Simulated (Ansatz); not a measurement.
Molecular dynamics on a 2×2×1 supercell (16 atoms) of GaP (NiAs type), relaxed with r2SCAN. Forces come from PBE in Ansatz: a Nosé-Hoover thermostat at fixed volume, 2200 K, steps of 1 fs. Computed, non-magnetic; the trajectory is short and the cell small, so nothing here is a converged average. The structure comes from a prototype and may be hypothetical.

```yaml
crystal:
  lattice:
    - [7.1930009165, 1.0e-10, 0.0]
    - [-3.5965004583, 6.2293215231, 0.0]
    - [0.0, 0.0, 6.0305309376]
  atoms:
    - { symbol: Ga, position: [0.0, 0.0, 0.0] }
    - { symbol: Ga, position: [0.0, 0.0, 0.5] }
    - { symbol: P, position: [0.1666666667, 0.3333333333, 0.25] }
    - { symbol: P, position: [0.3333333333, 0.1666666667, 0.75] }
    - { symbol: Ga, position: [0.0, 0.5, 0.0] }
    - { symbol: Ga, position: [0.0, 0.5, 0.5] }
    - { symbol: P, position: [0.1666666667, 0.8333333333, 0.25] }
    - { symbol: P, position: [0.3333333333, 0.6666666667, 0.75] }
    - { symbol: Ga, position: [0.5, 0.0, 0.0] }
    - { symbol: Ga, position: [0.5, 0.0, 0.5] }
    - { symbol: P, position: [0.6666666667, 0.3333333333, 0.25] }
    - { symbol: P, position: [0.8333333333, 0.1666666667, 0.75] }
    - { symbol: Ga, position: [0.5, 0.5, 0.0] }
    - { symbol: Ga, position: [0.5, 0.5, 0.5] }
    - { symbol: P, position: [0.6666666667, 0.8333333333, 0.25] }
    - { symbol: P, position: [0.8333333333, 0.6666666667, 0.75] }
kpoints:
  mp_grid: { grid: [3, 3, 3] }
hamiltonian:
  xc: pbe
scf:
  occupations: { method: fermi_dirac, width: 0.19 }
md:
  ensemble: nvt_nose_hoover
  temperature: 2200
  timestep: 1.0
  n_steps: 20
  initial_velocities: maxwell_boltzmann
  seed: 8632
```

Command: `ansatz run input.yaml --threads 4 --pin off --max-ram 3686MiB --backend cpu --events-out ev --progress --plain --runs-dir out`.

Q: What wall time did it need on 4 threads of Arm Neoverse V2, with other jobs on the host, and what peak of host memory did it reach?

A: About 2.1 min, with a peak of 1.1 GiB.

```tsv
step	t (fs)	T (K)	free energy F from step 0 (meV/atom)	kinetic energy (meV/atom)	largest force (eV/Å)
0	0	2200	0.0	266.6	0.00
1	1	2197	0.4	266.2	0.17
2	2	2187	1.6	265.0	0.34
3	3	2170	3.6	263.0	0.50
4	4	2147	6.4	260.2	0.67
5	5	2118	9.9	256.7	0.83
6	6	2083	14.1	252.5	0.99
7	7	2043	19.1	247.5	1.14
8	8	1997	24.7	242.0	1.29
9	9	1946	30.9	235.8	1.44
10	10	1890	37.6	229.1	1.59
11	11	1831	44.9	221.8	1.74
12	12	1767	52.6	214.2	1.88
13	13	1701	60.7	206.1	2.01
14	14	1632	69.1	197.8	2.14
15	15	1561	77.7	189.2	2.26
16	16	1489	86.5	180.4	2.38
17	17	1416	95.4	171.6	2.49
18	18	1343	104.3	162.8	2.59
19	19	1271	113.2	154.1	2.68
20	20	1200	121.8	145.5	2.77
```

The temperature goes from 2200 K to 1200 K in 20 fs. The thermostat hasn't had time to restore it. The atoms start on their lattice sites with kinetic energy alone, so much of it first passes into potential energy. By the last step the atoms have moved 0.20 Å in the root mean square, the drift of the whole cell taken out, 0.44 Å at most.

Positions (Å) and forces (eV/Å) at step 20:
```
Ga   0.075   0.076   0.244    -0.417  -0.372  -1.942
Ga   0.056   0.028   3.003    -0.386  -0.098   0.833
P   -0.035   2.058   1.369     0.249   1.181   0.710
P    1.940   0.990   4.311    -1.131   0.361   0.570
Ga  -1.702   3.184  -0.065     0.432  -1.297   1.243
Ga  -1.885   3.144   3.136     0.040  -0.335  -0.545
P   -1.898   5.101   1.360     0.743   0.045   1.500
P   -0.075   4.331   4.736     0.821  -0.432  -1.715
Ga   3.533   0.031   0.112     0.195   0.026  -0.435
Ga   3.547  -0.029   2.959     0.813  -0.170  -0.319
P    3.615   2.011   1.302    -0.032   0.510   1.085
P    5.410   0.986   4.539     0.477  -0.303  -0.555
Ga   1.795   3.126  -0.101    -0.975  -0.649   0.625
Ga   1.739   3.099   2.947     0.168   0.111  -0.241
P    1.856   5.150   1.283    -0.458  -0.175   1.379
P    3.654   3.839   4.832    -0.539   1.598  -2.192
```
